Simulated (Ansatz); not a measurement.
Gas-phase electronic energies from Ansatz, PBE0-D4/def2-TZVP geometries. CBS: MP2 limit from def2 TZ/QZ plus the TZ coupled-cluster correction, frozen cores. This one scheme is used for every species. Functionals use def2-TZVPP. B3LYP here is the variant with VWN-RPA as its local correlation; programs differ in this. One conformer a species, not always the lowest.

Consider the formal exchange of groups at a B–C bond: `BCC(N)F` + `FC(F)F` → `BC(F)(F)F` + `CC(N)F`.

```tsv
level	ΔE (kJ/mol)	difference from CCSD(T)/CBS
PBE-D4	20.2	-1.7
PBE0-D4	24.3	2.4
B3LYP-D4	19.2	-2.7
ωB97X-V	19.9	-2.0
ωB97M-V	21.2	-0.7
PBE	19.2	-2.7
r2SCAN	20.1	-1.8
PBE0	23.3	1.4
B3LYP	17.6	-4.3
SCS-MP2/def2-TZVPP	23.8	1.9
CCSD(T)/def2-TZVPP	23.7	1.8
MP2/def2-QZVPP	25.8	3.9
SCS-MP2/def2-QZVPP	22.9	1.0
HF/CBS(def2)	22.1	0.2
MP2/CBS(def2)	25.0	3.1
CCSD/CBS(def2)	22.0	0.1
CCSD(T)/CBS	21.9	0
```

Largest T1 diagnostic among the species: 0.013.

From PBE to PBE0 (25 % exact exchange), in def2-TZVPP and without D4, ΔE moves by +4.2 kJ/mol.

CCSD(T)/CBS has its own doubt, a few kJ/mol and more with outer-core shells, so smaller differences from it don't rank the levels.
